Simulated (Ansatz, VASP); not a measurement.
# Au in VASP and in Ansatz

Contents of INCAR:

```
SYSTEM = Au
ALGO = Fast
EDIFF = 1E-6
ENCUT = 520
GGA = PE
ISIF = 2
ISMEAR = 0
LASPH = .TRUE.
LCHARG = .FALSE.
LREAL = .FALSE.
LWAVE = .FALSE.
NBANDS = 12
NELM = 100
PREC = Accurate
SIGMA = 0.3
```

Contents of KPOINTS:

```
k-points
0
G
  18 18 18
  0 0 0
```

Contents of POSCAR:

```
Au
1.0
    0.0000000000      2.1397058380      2.1397058380
    2.1397058380      0.0000000000      2.1397058380
    2.1397058380      2.1397058380      0.0000000000
Au
1
Direct
    0.0000000000      0.0000000000      0.0000000000
```

Input for Ansatz:

```yaml
crystal:
  lattice:
    - [0.0, 2.139705838, 2.139705838]
    - [2.139705838, 0.0, 2.139705838]
    - [2.139705838, 2.139705838, 0.0]
  atoms:
    - { symbol: Au, position: [0.0, 0.0, 0.0] }
basis:
  ecutwfc: 420
kpoints:
  mp_grid: { grid: [18, 18, 18] }
hamiltonian:
  xc: pbe
scf:
  occupations: { method: gaussian, width: 0.3 }
output:
  forces: true
  stress: true
  eigenvalues: true
```

Alike in both runs: task single point; functional PBE; k mesh 18 × 18 × 18; occupations gaussian, width 0.3 eV; no spin polarisation.

|  | VASP | Ansatz |
| --- | --- | --- |
| version | VASP 6.6.1 | Ansatz 0.2.0 |
| potentials or method | VASP PAW PBE potentials, release 64 (Au) | scalar-relativistic, plane waves, PAW |
| plane-wave cutoff (eV) | 520 | 420 |
| valence electrons in the cell | 11 | 19 |

|  | VASP | Ansatz | Ansatz less VASP |
| --- | --- | --- | --- |
| gap on the k mesh at the Fermi level (eV) | none | none | - |
| pressure (GPa) | -9.4 | -9.3 | +0.08 |

A gap of «none» marks a metal or a gap that the smearing closes. The two sets of potentials don't hold the same shells in valence.

Spin-orbit coupling is left out, which matters for the levels of Au.
